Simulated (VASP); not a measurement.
A run of VASP 6.6.1 is set up as follows.

File INCAR:

```
PREC = Accurate ; ENCUT = 520
EDIFF = 1E-7 ; ISMEAR = 0
SIGMA = 0.1 ; LREAL = False
LASPH = True ; NELM = 100
ALGO = Fast ; ISIF = 2
LWAVE = False ; LCHARG = False
LMAXMIX = 4 ; GGA = PE
```

File KPOINTS:

```
regular mesh
0
Gamma
  18 18 10
```

Contents of POSCAR:

```
Re
1.0
    2.7748870000      0.0000000000      0.0000000000
   -1.3874440000      2.4031230000      0.0000000000
    0.0000000000      0.0000000000      4.4841280000
Re
2
Direct
    0.3333333000      0.6666667000      0.2500000000
    0.6666667000      0.3333333000      0.7500000000
```

File KPOINTS_OPT:

```
path GMKGALHA,LM,KH
20
line-mode
reciprocal
 0.0000000000  0.0000000000  0.0000000000  G
 0.5000000000  0.0000000000  0.0000000000  M

 0.5000000000  0.0000000000  0.0000000000  M
 0.3333333333  0.3333333333  0.0000000000  K

 0.3333333333  0.3333333333  0.0000000000  K
 0.0000000000  0.0000000000  0.0000000000  G

 0.0000000000  0.0000000000  0.0000000000  G
 0.0000000000  0.0000000000  0.5000000000  A

 0.0000000000  0.0000000000  0.5000000000  A
 0.5000000000  0.0000000000  0.5000000000  L

 0.5000000000  0.0000000000  0.5000000000  L
 0.3333333333  0.3333333333  0.5000000000  H

 0.3333333333  0.3333333333  0.5000000000  H
 0.0000000000  0.0000000000  0.5000000000  A

 0.5000000000  0.0000000000  0.5000000000  L
 0.5000000000  0.0000000000  0.0000000000  M

 0.3333333333  0.3333333333  0.0000000000  K
 0.3333333333  0.3333333333  0.5000000000  H
```

Potentials or basis: VASP PAW PBE potentials, release 64 (Re).

The run is started by

```console
$ cat potpaw_PBE.64/Re/POTCAR > POTCAR
$ mpirun -np 1 vasp_std > vasp.out
```

(1) Predict the band gap along the path.

(2) Estimate the pressure.

## Answers

(1) none (metal or under the smearing width).

(2) -0.5 GPa.

Caveat: spin-orbit coupling is left out, which moves the levels of the heavy elements.
